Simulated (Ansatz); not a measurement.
# Grüneisen parameters and expansion of NaH (Fm-3m)

Wanted: mode Grüneisen parameters of NaH and a free-energy fit over volumes.

Method: DFT PBEsol, scalar-relativistic, plane waves, PAW, in Ansatz 0.2.0.

Most raw output is cut from this account.

## (1) Set-up

It takes space group Fm-3m (No. 225, cubic). The conventional cell has a = 4.880 Å, b = 4.880 Å, c = 4.880 Å, α = 90.00°, β = 90.00°, γ = 90.00°. Na has 6 H at 2.44 Å nearest. H has 6 Na at 2.44 Å nearest. Farther neighbours are not listed.

## (2) A first coarse run

A cheap single point shows whether the cell is a metal or an insulator and how far it is from rest; that sets the k-mesh and the occupations of what follows.

input.yaml

```yaml
crystal:
  lattice:
    - [0.0, 2.44, 2.44]
    - [2.44, 0.0, 2.44]
    - [2.44, 2.44, 0.0]
  atoms:
    - { symbol: Na, position: [0.0, 0.0, 0.0] }
    - { symbol: H, position: [0.5, 0.5, 0.5] }
kpoints:
  mp_grid: { grid: [6, 6, 6] }
hamiltonian:
  xc: pbesol
scf:
  occupations: { method: gaussian, width: 0.1 }
output:
  forces: true
  stress: true
  eigenvalues: true
```

On the command line:

```
$ ansatz run input.yaml --threads 2 --pin off --max-ram 5120MiB --backend cpu --events-out ev --progress --plain --runs-dir out
```

Wall time 0.35 s (2 threads of Arm Neoverse V1, shared host); peak memory 0.24 GiB; 0.55 s of CPU time.

A gap read on the k-mesh alone can miss the band edges.

Numbers from this step:

| Property | Result |
| --- | --- |
| pressure | -1.186 GPa |
| gap on the k-mesh | 3.568 eV |
| volume per atom | 14.53 Å³ |

The start is under -1.2 GPa at this level and looks like an insulator or semiconductor on this mesh.

## (3) Relaxation

Phonons are second derivatives about a minimum, so cell and atoms are relaxed first, inside the symmetry of the start.

input.yaml, the sections that differ from step 2:

```yaml
kpoints:
  mp_grid: { grid: [8, 8, 8] }
scf:
  occupations: { method: gaussian, width: 0.02 }
output:
  forces: true
  stress: true
  eigenvalues: true
  write_density: true
  write_potential: true
  elf: true
  volumetric_format: npy
relax:
  adjacent_minimum: "off"
  f_tol: 0.005
  max_steps: 80
  cell: { stress_tol: 0.05 }
# crystal, hamiltonian: as in step 2
```

The job ended after 1.6 s (2 threads; peak memory 0.27 GiB; 2.9 s of CPU time).

Relaxation path:

| step | energy less that of the first step (eV) | largest force component (eV/Å) | pressure (GPa) | volume (Å³) |
| --- | --- | --- | --- | --- |
| 1 | 0.0000 | 0.0000 | -1.19 | 29.05 |
| 2 | -0.0062 | 0.0000 | -0.22 | 27.77 |
| 3 | -0.0065 | 0.0000 | 0.02 | 27.50 |
| 4* | -0.0060 | 0.0000 | 0.01 | 27.50 |

Relaxation steps marked * repeat the geometry before them on a plane-wave basis chosen anew for their cell, so energy and pressure can jump there.

The run keeps the 48 symmetry operations that it works with, so distortions that break them were not tested.

| conventional cell, symmetrised | before | after | change |
| --- | --- | --- | --- |
| a (Å) | 4.880 | 4.791 | -1.8 % |
| b (Å) | 4.880 | 4.791 | -1.8 % |
| c (Å) | 4.880 | 4.791 | -1.8 % |
| volume (Å³/atom) | 14.53 | 13.75 | -5.3 % |

Final coordinates:

```xyz
2
Lattice="0.0000 2.3957 2.3957 2.3957 0.0000 2.3957 2.3957 2.3957 0.0000" Properties=species:S:1:pos:R:3 pbc="T T T"
Na    0.0000    0.0000    0.0000
H     2.3957    2.3957    2.3957
```

Numbers from this step:

```yaml
pressure: 0.005400 GPa
gap_on_the_k_mesh: 3.607 eV
volume_per_atom: 13.75 Å³
```

Electrostatic potential energy in the ac plane of the conventional cell at fractional y = 0.000, with atoms of Na and H within 0.2 Å of it. With pseudopotentials it is smooth inside the atoms' cores, unlike the true potential.

Ten even steps from '0' (-61 eV) to '9' (5 eV), each cell a mean:
```
03899975899961
57999999999986
99999999999999
99999999999999
99999988899999
89999732589998
28999500289995
58999610389997
99999865799999
99999999999999
99999999999999
88999999999998
25899988999973
02899952899950
```
Columns run along a (4.8 Å; values clipped at the 3rd and 97th percentile), rows up along c (4.8 Å), edges of the conventional cell, whose origin can differ from the input's. Atoms in or near the plane, at fractional coordinates: Na at (0.00, 0.00), Na at (0.50, 0.50), H at (0.50, 0.00), H at (0.00, 0.50).

Valence density in the ac plane of the conventional cell at fractional y = 0.000, with atoms of Na and H within 0.2 Å of it. It is the smooth field of the valence electrons, not physical close to the nuclei.

Ten steps, logarithmic in the rise over the least value, from '0' (0 e/Å³) to '9' (18 e/Å³), each cell a mean:
```
97200133210158
53000112100025
10000000000001
00000000000000
11000023100001
22100378510012
42101599830023
32101589720013
21000255300011
00000011000000
00000000000000
31000011100002
85100122210037
98300234210159
```
Columns run along a (4.8 Å), rows up along c (4.8 Å), edges of the conventional cell, whose origin can differ from the input's. Atoms in or near the plane, at fractional coordinates: Na at (0.00, 0.00), Na at (0.50, 0.50), H at (0.50, 0.00), H at (0.00, 0.50).

ELF in the ac plane of the conventional cell at fractional y = 0.000, with atoms of Na and H within 0.2 Å of it. It is the smooth field of the valence electrons, not physical close to the nuclei.

Ten even steps from '_' (0.03) to '@' (1.00), each cell a mean:
```
==++::__**@@@@@@@@@@::__====
++--____++@@@@@@@@%%::__::==
..______--++******==..______
::::..________________..::::
@@%%**..____::--..____==%%@@
@@@@%%::__--++++++..__**@@@@
@@@@@@::..++==::++--__**@@@@
@@@@@@::__======++::__**@@@@
@@@@%%::__::==++--____++@@@@
****==..______..______--++**
________..::::::::..________
--..____==%%@@@@%%**..____::
++++..__**@@@@@@@@%%::__--++
::++--__**@@@@@@@@@@::..++==
```
Columns run along a (4.8 Å), rows up along c (4.8 Å), edges of the conventional cell, whose origin can differ from the input's. Atoms in or near the plane, at fractional coordinates: Na at (0.00, 0.00), Na at (0.50, 0.50), H at (0.50, 0.00), H at (0.00, 0.50).

The relaxation ends with a pressure of 0.01 GPa.

## (4) Relaxing to small residual forces and stress

The relaxation is repeated with tighter thresholds on force and stress, since phonons are sensitive to what is left; a change of mesh or smearing in the input moves the cell too.

input.yaml

```yaml
crystal:
  lattice:
    - [0.0, 2.3956887567, 2.3956887567]
    - [2.3956887567, 0.0, 2.3956887567]
    - [2.3956887567, 2.3956887567, 0.0]
  atoms:
    - { symbol: Na, position: [0.0, 0.0, 0.0] }
    - { symbol: H, position: [0.5, 0.5, 0.5] }
kpoints:
  mp_grid: { grid: [8, 8, 8] }
hamiltonian:
  xc: pbesol
scf:
  occupations: { method: fixed }
output:
  forces: true
  stress: true
  eigenvalues: true
relax:
  adjacent_minimum: "off"
  f_tol: 0.001
  max_steps: 60
  cell: { stress_tol: 0.01 }
```

It took 0.86 s on 2 threads; peak memory 0.26 GiB.

Little changed from the start: no atom moved by 0.005 Å and no cell edge by 0.1 %.

Numbers from this step:

```yaml
pressure: 0.005401 GPa
```

The residual pressure is 0.0054 GPa, small enough for phonons.

## (5) Lattice dynamics at this volume, V/V0 1

Phonons at this volume give one point of F(V, T); meshes stay fixed along the series.

input.yaml, the sections that differ from step 4:

```yaml
output:
  eigenvalues: true
phonons:
  method: dfpt
  dielectric: true
  rigid_motions: translations
  qmesh: [4, 4, 4]
  temperatures: { t_max: 1000, t_step: 50 }
  qpath:
    path:
      - [[0.0, 0.0, 0.0], [0.5, 0.0, 0.5], [0.625, 0.25, 0.625]]
      - [[0.375, 0.375, 0.75], [0.0, 0.0, 0.0], [0.5, 0.5, 0.5], [0.5, 0.25, 0.75], [0.5, 0.0, 0.5]]
    npoints: 10
# crystal, kpoints, hamiltonian, scf: as in step 4
# relax: removed
```

It took 45 s on 2 threads; peak memory 0.53 GiB.

Numbers from this step:

| Property | Result |
| --- | --- |
| Γ frequencies | 0, 0, 0, 519.4, 519.4, 519.4 cm⁻¹ (negative: imaginary) |
| lowest frequency on the path | 0 cm⁻¹ |
| zero-point energy | 0.1595 eV/cell |
| point group | m-3m |
| highest frequency | 891.4 cm⁻¹ |
| Debye temperature from the second moment | 960 K |

LO-TO term included. Phonon branches along the path, in cm⁻¹:

| point | branch 1 | branch 2 | branch 3 | branch 4 | branch 5 | branch 6 |
| --- | --- | --- | --- | --- | --- | --- |
| Γ | 0 | 0 | 0 | 519 | 519 | 891 |
| halfway | 108 | 108 | 164 | 611 | 611 | 864 |
| X | 140 | 140 | 205 | 679 | 679 | 837 |
| halfway | 139 | 152 | 202 | 670 | 700 | 826 |
| U | 138 | 176 | 192 | 646 | 750 | 795 |
| jump to K | 138 | 176 | 192 | 646 | 750 | 795 |
| halfway | 105 | 125 | 176 | 556 | 625 | 868 |
| Γ | 0 | 0 | 0 | 519 | 519 | 891 |
| halfway | 93 | 93 | 166 | 555 | 555 | 885 |
| L | 124 | 124 | 239 | 586 | 586 | 875 |
| halfway | 134 | 154 | 213 | 618 | 689 | 834 |
| W | 154 | 180 | 180 | 684 | 761 | 761 |
| halfway | 147 | 154 | 199 | 682 | 703 | 816 |
| X | 140 | 140 | 205 | 679 | 679 | 837 |

Tetrahedra on 24 24 24, mean over bins of 10 cm⁻¹. Phonon density of states against wavenumber; read off at these points:

| wavenumber (cm⁻¹) | phonon density of states (1/cm⁻¹/cell) |
| --- | --- |
| 5 | 1.0e-5 |
| 35 | 5.1e-4 |
| 65 | 0.00225 |
| 95 | 0.00757 |
| 125 | 0.0376 |
| 135 | 0.0468 |
| 155 | 0.0191 |
| 185 | 0.0102 |
| 195 | 0.0355 |
| 215 | 0.00932 |
| 255 | 0 |
| 285 | 0 |
| 315 | 0 |
| 345 | 0 |
| 375 | 0 |
| 405 | 0 |
| 435 | 0 |
| 465 | 0 |
| 495 | 0 |
| 525 | 0.00137 |
| 555 | 0.00561 |
| 585 | 0.0123 |
| 595 | 0.0135 |
| 615 | 0.0129 |
| 645 | 0.0124 |
| 685 | 0.00748 |
| 715 | 0.00585 |
| 745 | 0.00387 |
| 775 | 0.00108 |
| 805 | 0.00605 |
| 835 | 0.0116 |
| 865 | 0.0134 |
| 895 | 2.1e-4 |

Harmonic. Thermo, by row:

| T (K) | F_vib (meV/atom) | S (J/mol-atom/K) | C_V (J/mol-atom/K) |
| --- | --- | --- | --- |
| 0 | 79.73 | 0 | 0 |
| 50 | 79.57 | 1.275 | 3.51 |
| 100 | 77.85 | 5.486 | 8.567 |
| 150 | 73.94 | 9.495 | 11.23 |
| 200 | 68.09 | 13.04 | 13.47 |
| 250 | 60.48 | 16.26 | 15.48 |
| 300 | 51.27 | 19.24 | 17.18 |
| 350 | 40.58 | 22 | 18.55 |
| 400 | 28.51 | 24.55 | 19.65 |
| 450 | 15.17 | 26.91 | 20.51 |
| 500 | 0.65 | 29.11 | 21.19 |
| 550 | -14.97 | 31.16 | 21.74 |
| 600 | -31.62 | 33.07 | 22.18 |
| 650 | -49.23 | 34.86 | 22.54 |
| 700 | -67.73 | 36.54 | 22.84 |
| 750 | -87.08 | 38.12 | 23.08 |
| 800 | -107.2 | 39.62 | 23.29 |
| 850 | -128.1 | 41.04 | 23.47 |
| 900 | -149.8 | 42.38 | 23.61 |
| 950 | -172.1 | 43.66 | 23.74 |
| 1000 | -195 | 44.88 | 23.85 |

The modes has structure finer than the step of the table below, so its rows give means over 50 cm⁻¹, whole bins alone (the curve runs from -10 to 928 cm⁻¹). Peaks (cm⁻¹: height): H 603.5: 0.0131, 863.1: 0.0129; Na 131.6: 0.0416, 196.5: 0.0286.

Phonopy on the run's constants, 21x21x21 mesh, Gaussian sigma 6.7 cm⁻¹. Table of modes by wavenumber; means over each step; values in 1/cm⁻¹/cell:

| wavenumber (cm⁻¹) | H | Na |
| --- | --- | --- |
| 50 | 4.4e-5 | 0.00140 |
| 100 | 1.4e-4 | 0.0129 |
| 150 | 1.1e-4 | 0.0271 |
| 200 | 6.2e-5 | 0.0170 |
| 250 | 2.1e-6 | 0.00115 |
| 300 | 0 | 0 |
| 350 | 0 | 0 |
| 400 | 0 | 0 |
| 450 | 0 | 0 |
| 500 | 2.0e-4 | 6.6e-6 |
| 550 | 0.00501 | 8.8e-5 |
| 600 | 0.0123 | 6.3e-5 |
| 650 | 0.0123 | 4.7e-5 |
| 700 | 0.00711 | 1.6e-5 |
| 750 | 0.00311 | 2.4e-7 |
| 800 | 0.00528 | 2.4e-6 |
| 850 | 0.0118 | 7.2e-5 |
| 900 | 0.00264 | 5.8e-5 |

Born charge (rows field, columns displacement) (e), principal values of the symmetric part by kind of site:

| atom | atoms with these values | low | middle | high | mean |
| --- | --- | --- | --- | --- | --- |
| Na1 | 1 | 0.9594 | 0.9594 | 0.9594 | 0.9594 |
| H2 | 1 | -0.9594 | -0.9594 | -0.9594 | -0.9594 |

In full for H2:

```
-0.9594  0.0000  0.0000
 0.0000 -0.9594  0.0000
 0.0000  0.0000 -0.9594
```

ε∞:

```
3.25 0.00 0.00
0.00 3.25 0.00
0.00 0.00 3.25
```

No LO-TO term. The modes at Γ (shares of kinetic energy by element, %):

| mode | frequency (cm⁻¹) | symmetry | Na % | H % |
| --- | --- | --- | --- | --- |
| 1 | 0.0 | T1u | 96 | 4 |
| 2 | 0.0 | T1u | 96 | 4 |
| 3 | 0.0 | T1u | 96 | 4 |
| 4 | 519.4 | T1u | 4 | 96 |
| 5 | 519.4 | T1u | 4 | 96 |
| 6 | 519.4 | T1u | 4 | 96 |

Displacements in mode 5 (519.4 cm⁻¹), the largest set to 1:
```
Na1  0.00 -0.04 -0.04
H2   0.00  0.98  1.00
```

No mode is imaginary beyond numerical noise at the solved wavevectors.

## (6) Single point at a scaled cell, V/V0 1.015

Symmetry fixes every atom, so a single point at the scaled cell gives the energy and pressure of this member.

The cell differs from the one that the last finished run ended in (a 3.388 → 3.405 Å, b 3.388 → 3.405 Å, c 3.388 → 3.405 Å).

input.yaml, the sections that differ from step 5:

```yaml
crystal:
  lattice:
    - [0.0, 2.4076078024, 2.4076078024]
    - [2.4076078024, 0.0, 2.4076078024]
    - [2.4076078024, 2.4076078024, 0.0]
  atoms:
    - { symbol: Na, position: [0.0, 0.0, 0.0] }
    - { symbol: H, position: [0.5, 0.5, 0.5] }
output:
  forces: true
  stress: true
  eigenvalues: true
# kpoints, hamiltonian, scf: as in step 5
# phonons: removed
```

Run time: 0.43 s. Hardware: 2 threads; peak memory 0.24 GiB; 0.71 s of CPU time.

Numbers from this step:

```yaml
pressure: -0.3424 GPa
gap_on_the_k_mesh: 3.584 eV
volume_per_atom: 13.96 Å³
```

At this level the gap is 3.58 eV on the k-mesh of the self-consistent run, which can miss the band edges.

## (7) Lattice dynamics at this volume, V/V0 1.015

input.yaml, the sections that differ from step 6:

```yaml
output:
  eigenvalues: true
phonons:
  method: dfpt
  dielectric: true
  rigid_motions: translations
  qmesh: [4, 4, 4]
  temperatures: { t_max: 1000, t_step: 50 }
  qpath:
    path:
      - [[0.0, 0.0, 0.0], [0.5, 0.0, 0.5], [0.625, 0.25, 0.625]]
      - [[0.375, 0.375, 0.75], [0.0, 0.0, 0.0], [0.5, 0.5, 0.5], [0.5, 0.25, 0.75], [0.5, 0.0, 0.5]]
    npoints: 10
# crystal, kpoints, hamiltonian, scf: as in step 6
```

Run time: 45 s. Hardware: 2 threads; peak memory 0.54 GiB.

LO-TO term included. The phonon branches at the labelled points (cm⁻¹):

| point | branch 1 | branch 2 | branch 3 | branch 4 | branch 5 | branch 6 |
| --- | --- | --- | --- | --- | --- | --- |
| Γ | 0 | 0 | 0 | 505 | 505 | 881 |
| halfway | 107 | 107 | 160 | 597 | 597 | 854 |
| X | 138 | 138 | 201 | 667 | 667 | 827 |
| halfway | 137 | 150 | 198 | 658 | 688 | 816 |
| U | 136 | 174 | 188 | 633 | 739 | 784 |
| jump to K | 136 | 174 | 188 | 633 | 739 | 784 |
| halfway | 102 | 124 | 174 | 542 | 612 | 858 |
| Γ | 0 | 0 | 0 | 505 | 505 | 881 |
| halfway | 91 | 91 | 164 | 541 | 541 | 875 |
| L | 122 | 122 | 236 | 572 | 572 | 865 |
| halfway | 131 | 151 | 210 | 606 | 678 | 823 |
| W | 151 | 176 | 176 | 673 | 750 | 750 |
| halfway | 145 | 152 | 195 | 670 | 691 | 805 |
| X | 138 | 138 | 201 | 667 | 667 | 827 |

No mode is imaginary beyond numerical noise at the solved wavevectors. The highest zone-centre mode (no LO–TO term) moved by -2.8 % for a volume change of +1.5 %.

## (8) A cell at another volume, V/V0 0.985

The cell differs from the one that the last finished run ended in (a 3.405 → 3.371 Å, b 3.405 → 3.371 Å, c 3.405 → 3.371 Å).

input.yaml, the sections that differ from step 7:

```yaml
crystal:
  lattice:
    - [0.0, 2.3836499165, 2.3836499165]
    - [2.3836499165, 0.0, 2.3836499165]
    - [2.3836499165, 2.3836499165, 0.0]
  atoms:
    - { symbol: Na, position: [0.0, 0.0, 0.0] }
    - { symbol: H, position: [0.5, 0.5, 0.5] }
output:
  forces: true
  stress: true
  eigenvalues: true
# kpoints, hamiltonian, scf: as in step 7
# phonons: removed
```

Run time: 0.44 s. Hardware: 2 threads; peak memory 0.25 GiB; 0.71 s of CPU time.

The run ends at a pressure of 0.38 GPa.

## (9) Lattice dynamics at this volume, V/V0 0.985

input.yaml, the sections that differ from step 8:

```yaml
output:
  eigenvalues: true
phonons:
  method: dfpt
  dielectric: true
  rigid_motions: translations
  qmesh: [4, 4, 4]
  temperatures: { t_max: 1000, t_step: 50 }
  qpath:
    path:
      - [[0.0, 0.0, 0.0], [0.5, 0.0, 0.5], [0.625, 0.25, 0.625]]
      - [[0.375, 0.375, 0.75], [0.0, 0.0, 0.0], [0.5, 0.5, 0.5], [0.5, 0.25, 0.75], [0.5, 0.0, 0.5]]
    npoints: 10
# crystal, kpoints, hamiltonian, scf: as in step 8
```

Elapsed: 45 s, on 2 threads; peak memory 0.53 GiB; 87 s of CPU time.

No mode is imaginary beyond numerical noise at the solved wavevectors. The highest zone-centre mode (no LO–TO term) moved by +2.9 % for a volume change of -1.5 %.

## (10) A cell at another volume, V/V0 1.03

The cell differs from the one that the last finished run ended in (a 3.371 → 3.422 Å, b 3.371 → 3.422 Å, c 3.371 → 3.422 Å).

input.yaml, the sections that differ from step 9:

```yaml
crystal:
  lattice:
    - [0.0, 2.4194099901, 2.4194099901]
    - [2.4194099901, 0.0, 2.4194099901]
    - [2.4194099901, 2.4194099901, 0.0]
  atoms:
    - { symbol: Na, position: [0.0, 0.0, 0.0] }
    - { symbol: H, position: [0.5, 0.5, 0.5] }
output:
  forces: true
  stress: true
  eigenvalues: true
# kpoints, hamiltonian, scf: as in step 9
# phonons: removed
```

The job ended after 0.44 s (2 threads; peak memory 0.25 GiB; 0.72 s of CPU time).

The run ends at a pressure of -0.67 GPa.

## (11) Lattice dynamics at this volume, V/V0 1.03

The same q-mesh and k-mesh are kept at every volume, so that much of their error can cancel in the differences.

input.yaml, the sections that differ from step 10:

```yaml
output:
  eigenvalues: true
phonons:
  method: dfpt
  dielectric: true
  rigid_motions: translations
  qmesh: [4, 4, 4]
  temperatures: { t_max: 1000, t_step: 50 }
  qpath:
    path:
      - [[0.0, 0.0, 0.0], [0.5, 0.0, 0.5], [0.625, 0.25, 0.625]]
      - [[0.375, 0.375, 0.75], [0.0, 0.0, 0.0], [0.5, 0.5, 0.5], [0.5, 0.25, 0.75], [0.5, 0.0, 0.5]]
    npoints: 10
# crystal, kpoints, hamiltonian, scf: as in step 10
```

Elapsed: 46 s, on 2 threads; peak memory 0.55 GiB; 89 s of CPU time.

LO-TO term included. Phonon branches along the path, in cm⁻¹:

| point | branch 1 | branch 2 | branch 3 | branch 4 | branch 5 | branch 6 |
| --- | --- | --- | --- | --- | --- | --- |
| Γ | 0 | 0 | 0 | 490 | 490 | 872 |
| halfway | 106 | 106 | 156 | 584 | 584 | 845 |
| X | 136 | 136 | 196 | 655 | 655 | 817 |
| halfway | 135 | 148 | 194 | 646 | 677 | 806 |
| U | 133 | 171 | 184 | 621 | 728 | 774 |
| jump to K | 133 | 171 | 184 | 621 | 728 | 774 |
| halfway | 99 | 122 | 171 | 529 | 600 | 848 |
| Γ | 0 | 0 | 0 | 490 | 490 | 872 |
| halfway | 89 | 89 | 162 | 527 | 527 | 865 |
| L | 119 | 119 | 234 | 559 | 559 | 855 |
| halfway | 128 | 148 | 206 | 593 | 666 | 813 |
| W | 149 | 173 | 173 | 661 | 739 | 739 |
| halfway | 143 | 149 | 190 | 658 | 679 | 795 |
| X | 136 | 136 | 196 | 655 | 655 | 817 |

No mode is imaginary beyond numerical noise at the solved wavevectors. The highest zone-centre mode (no LO–TO term) moved by -5.6 % for a volume change of +3.0 %.

## (12) A cell at another volume, V/V0 0.97

The cell differs from the one that the last finished run ended in (a 3.422 → 3.354 Å, b 3.422 → 3.354 Å, c 3.422 → 3.354 Å).

input.yaml, the sections that differ from step 11:

```yaml
crystal:
  lattice:
    - [0.0, 2.3714882258, 2.3714882258]
    - [2.3714882258, 0.0, 2.3714882258]
    - [2.3714882258, 2.3714882258, 0.0]
  atoms:
    - { symbol: Na, position: [0.0, 0.0, 0.0] }
    - { symbol: H, position: [0.5, 0.5, 0.5] }
output:
  forces: true
  stress: true
  eigenvalues: true
# kpoints, hamiltonian, scf: as in step 11
# phonons: removed
```

It took 0.42 s on 2 threads; peak memory 0.24 GiB.

The run ends at a pressure of 0.78 GPa.

[end of part 1 of 2]

[Logs are printed without paths, hosts, clocks, repeated set-up lines and the standing remarks that a program may print on its own settings, such as how far it seeks lower states.]

[Hosts, paths, dates, database ids (printed as entryN), source tags and the programs' standing remarks are cut or masked in the printed files.]

[A step with changed settings may run another functional than the one named; its input shows which.]

[Of the runs on displaced cells, only some may be shown.]
